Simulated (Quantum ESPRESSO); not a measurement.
## Pb in Quantum ESPRESSO: the effect of target pressure

Pb:

```xyz
1
Lattice="0.0000 2.4750 2.4750 2.4750 0.0000 2.4750 2.4750 2.4750 0.0000" Properties=species:S:1:pos:R:3 pbc="T T T"
Pb    0.0000    0.0000    0.0000
```

Alike in all runs:

| Property | Result |
| --- | --- |
| Program | Quantum ESPRESSO 7.5 |
| Task | phonons |
| Functional | PBE |
| Potentials or basis | GBRV 1.5 PBE |
| Cutoff | 612 eV |
| Density cutoff | 4898 eV |
| k mesh | 9 × 9 × 9 |
| Occupations | cold, width 0.2 eV |
| Spin | no spin polarisation |

Each run relaxes the cell or the atoms first.

```tsv
target pressure	relaxed volume (Å³/atom)	highest phonon frequency (cm⁻¹)
-3 GPa	34.76	38
0 GPa	31.74	55
3 GPa	29.82	66
8 GPa	?	?
15 GPa	25.55	97
```

**Question.** What does the run with target pressure 8 GPa give?

**Answer.** Relaxed volume 27.64 Å³/atom; highest phonon frequency 80 cm⁻¹.

Worked out: In Murnaghan's law V^(-B') rises as a straight line in P. The other rows fit best with B' = 4.5, V0 = 31.77 Å³/atom and B0 = 41 GPa, which gives 27.58 Å³/atom at 8 GPa, against the run's 27.64. A parabola through the other rows of the highest phonon frequency, of slope 2.76 cm⁻¹ per GPa there, gives 84 cm⁻¹, against the run's 80.

Caveats: the q point doesn't lie on the k mesh, which can shift a metal's frequencies strongly unless the mesh is converged; the cell is more than 3 GPa from zero pressure, which shifts response properties (some runs); some modes are imaginary (some runs); the mesh is thin for the phonons of a metal (some runs); the volume moved by over 15 % at a fixed basis, so the end points are rough (some runs).
